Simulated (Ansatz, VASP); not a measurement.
## CuAu in VASP and in Ansatz

```xyz
2
Lattice="2.6600 0.0000 0.0000 0.0000 2.6600 0.0000 0.0000 0.0000 3.5783" Properties=species:S:1:pos:R:3 pbc="T T T"
Cu    1.3300    1.3300    1.7891
Au    0.0000    0.0000    0.0000
```

Change from the starting cell: strain -0.050 along x and y, -0.025 along z, atoms carried along.

Alike in both runs: task single point; functional LDA; k mesh 18 × 18 × 14; occupations gaussian, width 0.15 eV; no spin polarisation.

|  | VASP | Ansatz |
| --- | --- | --- |
| version | VASP 6.6.1 | Ansatz 0.2.0 |
| potentials or method | VASP PAW LDA potentials, release 64 (Cu, Au) | scalar-relativistic, plane waves, PAW |
| plane-wave cutoff (eV) | 520 | 420 |
| valence electrons in the cell | 22 | 38 |

Ansatz gave:

* gap on the k mesh at the Fermi level (eV): none
* pressure (GPa): 20.9
* largest component of the traceless stress (GPa): 2.87

Which values does VASP return?

gap on the k mesh at the Fermi level (eV): none; pressure (GPa): 22.1; largest component of the traceless stress (GPa): 2.88.

A gap of «none» marks a metal or a gap that the smearing closes. The two sets of potentials don't hold the same shells in valence.

Caveats: so large a pressure means that the cell lies far from this level's equilibrium, or that cutoff or potentials fall short (VASP). Spin-orbit coupling is left out, which matters for the levels of Au.
